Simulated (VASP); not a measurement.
# AlP (F-43m) in VASP: further runs

AlP is run at these levels: PBE; tasks: single point, relaxation of cell and atoms.

All numbers are computed with VASP 6.6.1; they aren't measurements. Logs are shortened: lines on timing, memory, paths and dates and some standing lists are left out, and cuts for length are marked.

**Measured values to compare with.**

A printed reference work, data compilation reports, for a bulk crystal of AlP at 4.2 K: band gap 2.505 eV (indirect).

The runs below are set against these values where they give the same quantity.

### Step 1. The cell of the first run

It takes space group F-43m (No. 216, cubic). The conventional cell has a = 5.508 Å, b = 5.508 Å, c = 5.508 Å, α = 90.00°, β = 90.00°, γ = 90.00°. Al (site symmetry -43m) has 4 P at 2.38 Å within 3.2 Å. P (site symmetry -43m) has 4 Al at 2.38 Å within 3.2 Å.

### Step 2. Single point, PBE

Input file INCAR:

```
SYSTEM = AlP
PREC = Accurate
ENCUT = 500
EDIFF = 1E-6
ISMEAR = 0
SIGMA = 0.01
LREAL = .False.
LASPH = .True.
NELM = 120
ALGO = Normal
ISIF = 2
LWAVE = .False.
LCHARG = .False.
GGA = PE
NBANDS = 11
GGA_COMPAT = .False.
```

Input file KPOINTS:

```
regular mesh
0
Gamma
  6 6 6
  0 0 0
```

Input file POSCAR:

```
AlP
1.0
    0.0000000000      2.7537997032      2.7537997032
    2.7537997032      0.0000000000      2.7537997032
    2.7537997032      2.7537997032      0.0000000000
Al P
1 1
Direct
    0.0000000000      0.0000000000      0.0000000000
    0.2500000000      0.2500000000      0.2500000000
```

Potentials or basis: VASP PAW PBE potentials, release 64 (Al, P).

On the command line:

```
> cat potpaw_PBE.64/Al/POTCAR potpaw_PBE.64/P/POTCAR > POTCAR
> mpirun -np 1 vasp_std > vasp.out
```

OUTCAR:

```text
SYSTEM = AlP
   PREC = Accurate
   ENCUT = 500
   EDIFF = 1E-6
   ISMEAR = 0
   LREAL = .False.
   LASPH = .True.
   NELM = 120
   ISIF = 2
   GGA = PE

 ion  position               nearest neighbor table
   1  0.000  0.000  0.000-   2 2.38   2 2.38   2 2.38   2 2.38
   2  0.250  0.250  0.250-   1 2.38   1 2.38   1 2.38   1 2.38

  LATTYP: Found a face centered cubic cell.
 ALAT       =     5.5075994064

  Lattice vectors:

 A1 = (   0.0000000000,   2.7537997032,   2.7537997032)
 A2 = (   2.7537997032,   0.0000000000,   2.7537997032)
 A3 = (   2.7537997032,   2.7537997032,   0.0000000000)

Analysis of symmetry for initial positions (statically):
=====================================================================
 Subroutine PRICEL returns:
 Original cell was already a primitive cell.

 Routine SETGRP: Setting up the symmetry group for a
 face centered cubic supercell.

 Subroutine GETGRP returns: Found 24 space group operations
 (whereof 24 operations were pure point group operations)
 out of a pool of 48 trial point group operations.

The static configuration has the point symmetry T_d .

Analysis of symmetry for dynamics (positions and initial velocities):
=====================================================================
 Subroutine PRICEL returns:
 Original cell was already a primitive cell.

 Routine SETGRP: Setting up the symmetry group for a
 face centered cubic supercell.

 Subroutine GETGRP returns: Found 24 space group operations
 (whereof 24 operations were pure point group operations)
 out of a pool of 48 trial point group operations.

The dynamic configuration has the point symmetry T_d .

 Subroutine INISYM returns: Found 24 space group operations
 (whereof 24 operations are pure point group operations),
 and found     1 'primitive' translations

----------------------------------------------------------------------------------------

                                     Primitive cell

  volume of cell :      41.7664

  direct lattice vectors                    reciprocal lattice vectors
     0.000000000  2.753799703  2.753799703    -0.181567308  0.181567308  0.181567308
     2.753799703  0.000000000  2.753799703     0.181567308 -0.181567308  0.181567308
     2.753799703  2.753799703  0.000000000     0.181567308  0.181567308 -0.181567308

  length of vectors
     3.894460888  3.894460888  3.894460888     0.314483803  0.314483803  0.314483803

  position of ions in fractional coordinates (direct lattice)
     0.000000000  0.000000000  0.000000000
     0.250000000  0.250000000  0.250000000

  ion indices of the primitive-cell ions
   primitive index   ion index
                 1           1
                 2           2

----------------------------------------------------------------------------------------

 KPOINTS: regular mesh

Automatic generation of k-mesh.
 Grid dimensions read from file:
 generate k-points for:    6    6    6

 Generating k-lattice:

  Cartesian coordinates                     Fractional coordinates (reciprocal lattice)
    -0.030261218  0.030261218  0.030261218     0.166666667  0.000000000  0.000000000
     0.030261218 -0.030261218  0.030261218     0.000000000  0.166666667  0.000000000
     0.030261218  0.030261218 -0.030261218     0.000000000  0.000000000  0.166666667

  Length of vectors
     0.052413967  0.052413967  0.052413967

  Shift w.r.t. Gamma in fractional coordinates (k-lattice)
     0.000000000  0.000000000  0.000000000

 Subroutine IBZKPT returns following result:
 ===========================================

 Found     16 irreducible k-points:

 Following reciprocal coordinates:
            Coordinates               Weight
  0.000000  0.000000  0.000000      1.000000
  0.166667  0.000000  0.000000      8.000000
  0.333333  0.000000  0.000000      8.000000
  0.500000  0.000000  0.000000      4.000000
  0.166667  0.166667  0.000000      6.000000
  0.333333  0.166667  0.000000     24.000000
[... 8 lines left out ...]
 -0.333333  0.333333  0.166667     24.000000
 -0.333333  0.500000  0.166667     12.000000
   k-points           NKPTS =     16   k-points in BZ     NKDIM =     16   number of bands    NBANDS=     11
   number of dos      NEDOS =    301   number of ions     NIONS =      2
   total plane-waves  NPLWV =  21952
   dimension x,y,z NGX =    28 NGY =   28 NGZ =   28
   dimension x,y,z NGXF=    56 NGYF=   56 NGZF=   56
   ions per type =               1   1
   NGX,Y,Z   is equivalent  to a cutoff of  11.95, 11.95, 11.95 a.u.
   NGXF,Y,Z  is equivalent  to a cutoff of  23.91, 23.91, 23.91 a.u.
 SYSTEM =  AlP
   PREC   = accura    normal or accurate (medium, high low for compatibility)
   ISTART =      0    job   : 0-new  1-cont  2-samecut
   ICHARG =      2    charge: 1-file 2-atom 10-const
   ISPIN  =      1    spin polarized calculation?
   LNONCOLLINEAR =      F non collinear calculations
   LSORBIT =      F    spin-orbit coupling
   LASPH  =      T    aspherical Exc in radial PAW
   ENCUT  =  500.0 eV  36.75 Ry    6.06 a.u.   7.10  7.10  7.10*2*pi/ulx,y,z
   NELM   =    120;   NELMIN=  2; NELMDL= -5     # of ELM steps
   EDIFF  = 0.1E-05   stopping-criterion for ELM
   LREAL  =      F    real-space projection
   EDIFFG = 0.1E-04   stopping-criterion for IOM
   NSW    =      0    number of steps for IOM
   IBRION =     -1    ionic relax: 0-MD 1-quasi-New 2-CG
   NFREE  =      0    steps in history (QN), initial steepest desc. (CG)
   ISIF   =      2    stress and relaxation
   ISYM   =      2    0-nonsym 1-usesym 2-fastsym
   POTIM  = 0.5000    time-step for ionic-motion
   TEBEG  =    0.0;   TEEND  =   0.0 temperature during run
   PSTRESS=    0.0 pullay stress
   NELECT =       8.0000    total number of electrons
   NUPDOWN=      -1.0000    fix difference up-down
   EMIN   =  10.00;   EMAX   =-10.00  energy-range for DOS
   EFERMI =   0.00;   METHOD = LEGACY
   ISMEAR =     0;   SIGMA  =   0.01  broadening in eV -4-tet -1-fermi 0-gaus
   EFERMI_NEDOS =   21; number of points for ismear=-14 and -15
   IALGO  =     38    algorithm
   IMIX   =      4    mixing-type and parameters
     AMIX     =   0.40;   BMIX     =  1.00
     AMIX_MAG =   1.60;   BMIX_MAG =  1.00
  volume/ion in A,a.u.               =      20.88       140.93
  Fermi-wavevector in a.u.,A,eV,Ry     =   0.943690  1.783315 12.116668  0.890550
  Thomas-Fermi vector in A             =   2.071421
   LORBIT       =      0    0 simple, 1 ext, 2 COOP (PROOUT), +10 PAW based schemes
   GGA     = PE    functional components
   LHFCALC =     F    Hartree Fock is set to
   AEXX    =    0.0000 exact exchange contribution
   IVDW    =     0    specifies the selected vdW correction
   LEPSILON=     F    determine dielectric tensor
   LRPA    =     F    only Hartree local field effects (RPA)
 non-spin polarized calculation
 Gauss-broadening in eV      SIGMA  =   0.01
  energy-cutoff  :      500.00
  volume of cell :       41.77
 maximum number of plane-waves:      1068
   NGX = 15   NGY = 15   NGZ = 15

 number of electron       8.0000001 magnetization

 Free energy of the ion-electron system (eV)
  ---------------------------------------------------
  ext. energy  EPLUGINS =         0.00000000
  ---------------------------------------------------
  free energy    TOTEN  =       -10.36934720 eV

  energy without entropy =      -10.36934720  energy(sigma->0) =      -10.36934720

 E-fermi :   4.3940     XC(G=0):  -9.1061

 val. band max:        4.3491379562   @ k =   0.0000   0.0000   0.0000
 cond. band min:       5.9762152862   @ k =   0.5000   0.5000   0.0000
 fundamental gap:      1.6270773300
 Fermi energy:         4.3939860571

 k-point     1 :       0.0000    0.0000    0.0000
  band No.  band energies     occupation
      1      -7.0093      2.00000
      2       4.3491      2.00000
      3       4.3491      2.00000
      4       4.3491      2.00000
      5       7.4323      0.00000
      6       8.8712      0.00000
      7       8.8712      0.00000
      8       8.8712      0.00000
      9      13.1515      0.00000
     10      13.1515      0.00000
     11      14.4575      0.00000

 k-point     2 :       0.1667    0.0000    0.0000
  band No.  band energies     occupation
      1      -6.7153      2.00000
      2       2.4963      2.00000
      3       4.1123      2.00000
      4       4.1123      2.00000
      5       7.8477      0.00000
      6       9.2968      0.00000
      7       9.2968      0.00000
      8       9.8728      0.00000
      9      12.5231      0.00000
     10      12.5231      0.00000
     11      15.0890      0.00000

 k-point     3 :       0.3333    0.0000    0.0000
  band No.  band energies     occupation
      1      -5.9533      2.00000
      2       0.0875      2.00000
      3       3.7480      2.00000
      4       3.7480      2.00000
      5       7.3010      0.00000
      6       9.3714      0.00000
      7       9.3714      0.00000
      8      12.1426      0.00000
      9      13.4199      0.00000
     10      13.4199      0.00000
     11      14.5391      0.00000

 k-point     4 :       0.5000    0.0000    0.0000
  band No.  band energies     occupation
      1      -5.3930      2.00000
      2      -1.0659      2.00000
      3       3.6006      2.00000
      4       3.6006      2.00000
      5       7.0649      0.00000
      6       9.1580      0.00000
      7       9.1580      0.00000
      8      12.5492      0.00000
      9      15.7956      0.00000
     10      15.7956      0.00000
     11      15.9716      0.00000
[... 127 lines left out ...]
 k-point    14 :       0.5000    0.3333    0.1667
  band No.  band energies     occupation
      1      -5.3517      2.00000
      2      -0.0163      2.00000
      3       1.7481      2.00000
      4       2.8031      2.00000
      5       8.1936      0.00000
      6       9.1327      0.00000
      7       9.7819      0.00000
      8      12.4582      0.00000
      9      13.5750      0.00000
     10      15.6770      0.00000
     11      17.5377      0.00000

 k-point    15 :      -0.3333    0.3333    0.1667
  band No.  band energies     occupation
      1      -4.9141      2.00000
      2      -0.5617      2.00000
      3       1.3045      2.00000
      4       2.4252      2.00000
      5       8.3891      0.00000
      6       9.2607      0.00000
      7      11.1330      0.00000
      8      11.9413      0.00000
      9      13.0929      0.00000
     10      16.1277      0.00000
     11      17.0857      0.00000

 k-point    16 :      -0.3333    0.5000    0.1667
  band No.  band energies     occupation
      1      -4.7217      2.00000
      2      -0.6203      2.00000
      3       1.5253      2.00000
      4       1.7614      2.00000
      5       7.6738      0.00000
      6       8.6215      0.00000
      7      11.9001      0.00000
      8      12.2432      0.00000
      9      15.3986      0.00000
     10      16.1613      0.00000
     11      17.4251      0.00000

------------------------ aborting loop because EDIFF is reached ----------------------------------------

  FORCE on cell =-STRESS in cart. coord.  units (eV):
  Direction    XX          YY          ZZ          XY          YZ          ZX
  --------------------------------------------------------------------------------------
  -------------------------------------------------------------------------------------
  Total       -0.0131158     -0.0131158     -0.0131158      0.0000000      0.0000000      0.0000000
  in kB       -0.5031263     -0.5031263     -0.5031263      0.0000000      0.0000000      0.0000000
  external PRESSURE =      -0.5031263 kB  Pullay stress =       0.0000000 kB

 VOLUME and BASIS-vectors are now :
 -----------------------------------------------------------------------------
  energy-cutoff  :      500.00
  volume of cell :       41.77
      direct lattice vectors                 reciprocal lattice vectors
     0.000000000  2.753799703  2.753799703    -0.181567308  0.181567308  0.181567308
     2.753799703  0.000000000  2.753799703     0.181567308 -0.181567308  0.181567308
     2.753799703  2.753799703  0.000000000     0.181567308  0.181567308 -0.181567308

 POSITION                                       TOTAL-FORCE (eV/Angst)
 -----------------------------------------------------------------------------------
      0.00000      0.00000      0.00000         0.000000     -0.000000      0.000000
      1.37690      1.37690      1.37690        -0.000000      0.000000     -0.000000
 -----------------------------------------------------------------------------------
    total drift:                               -0.000000     -0.000000     -0.000000

  FREE ENERGIE OF THE ION-ELECTRON SYSTEM (eV)
  ---------------------------------------------------
  free  energy   TOTEN  =       -10.3693471970 eV

  energy  without entropy=      -10.3693471970  energy(sigma->0) =      -10.36934720
```

It took 15 s on 1 thread of AMD EPYC 7R13, shared host; peak memory 0.12 GiB.

Results:

```yaml
Free_energy: -10.3693 eV
Pressure: -0.1 GPa
Band_gap_on_the_k_mesh: 1.63 eV, indirect (least direct gap 3.08 eV)
```

Levels at points of the mesh, in eV from the valence-band top:
| k point | band 2 | band 3 | band 4 | band 5 | band 6 | band 7 |
| --- | --- | --- | --- | --- | --- | --- |
| (0.00, 0.00, 0.00) | 0.00 | 0.00 | 0.00 | 3.08 | 4.52 | 4.52 |
| (0.50, 0.00, 0.00) | -5.42 | -0.75 | -0.75 | 2.72 | 4.81 | 4.81 |
| (0.50, 0.50, 0.00) | -5.22 | -2.05 | -2.05 | 1.63 | 2.47 | 10.85 |

### Step 3. Relaxation of cell and atoms, PBE

This run uses another cell than the first one, of 20.25 Å³/atom, 0.969 times its volume.

Input file INCAR:

```
  ALGO = Normal
  EDIFF = 1E-7
  EDIFFG = -0.05
  ENCUT = 500
  GGA = PE
  GGA_COMPAT = False
  IBRION = 2
  ISIF = 3
  ISMEAR = 0
  LASPH = True
  LCHARG = False
  LREAL = False
  LWAVE = False
  NELM = 120
  NELMIN = 4
  NSW = 60
  PREC = Accurate
  SIGMA = 0.01
```

Input file KPOINTS:

```
k-points
0
Gamma
  6 6 6
```

Input file POSCAR:

```
AlP
1.0
    0.0000000000      2.7255000000      2.7255000000
    2.7255000000      0.0000000000      2.7255000000
    2.7255000000      2.7255000000      0.0000000000
Al P
1 1
Direct
    0.0000000000      0.0000000000      0.0000000000
    0.2500000000      0.2500000000      0.2500000000
```

Potentials or basis: VASP PAW PBE potentials, release 64 (Al, P).

On the command line:

```
> cat potpaw_PBE.64/Al/POTCAR potpaw_PBE.64/P/POTCAR > POTCAR
> mpirun -np 1 vasp_std > vasp.out
```

Wall time 27 s (1 thread of AMD EPYC 7R13, shared host); peak memory 0.12 GiB.

The run converged. Its results:

```
Free energy                            : -10.3692 eV
Relaxed volume                         : 20.87 Å³/atom
Relaxed cell                           : a = 3.894 Å, b = 3.894 Å, c = 3.894 Å, α = 60.00°, β = 60.00°, γ = 60.00°
Space group after relaxing (to 0.05 Å) : F-43m (No. 216)
Energy gained by relaxing              : 5.1 meV/atom
Ionic steps                            : 3
Pressure after relaxing                : 0.0 GPa
Band gap on the k mesh                 : 1.63 eV, indirect (least direct gap 3.09 eV)
```

Step by step:
```
step  energy change (eV)  largest force (eV/Å)  pressure (GPa)  volume (Å³)
   1              0.0000                0.0000            2.67        40.49
   2             -0.0065                0.0000           -1.45        42.50
   3             -0.0101                0.0000            0.00        41.74
```

Final structure:
```xyz
2
Lattice="0.0000 2.7531 2.7531 2.7531 0.0000 2.7531 2.7531 2.7531 0.0000" Properties=species:S:1:pos:R:3 pbc="T T T"
Al    0.0000    0.0000    0.0000
P     1.3766    1.3766    1.3766
```

Levels at points of the mesh, in eV from the valence-band top:
```tsv
k point	band 1	band 2	band 3	band 4	band 5	band 6	band 7	band 8
(0.00, 0.00, 0.00)	-11.36	0.00	0.00	0.00	3.09	4.52	4.52	4.52
(0.50, 0.00, 0.00)	-9.74	-5.42	-0.75	-0.75	2.72	4.81	4.81	8.20
(0.50, 0.50, 0.00)	-9.11	-5.23	-2.05	-2.05	1.63	2.47	10.85	10.85
```

A k mesh can miss the band edges. PBE gaps usually lie below the measured ones, often by a third to a half.

(Continued in part 2 of 2.)
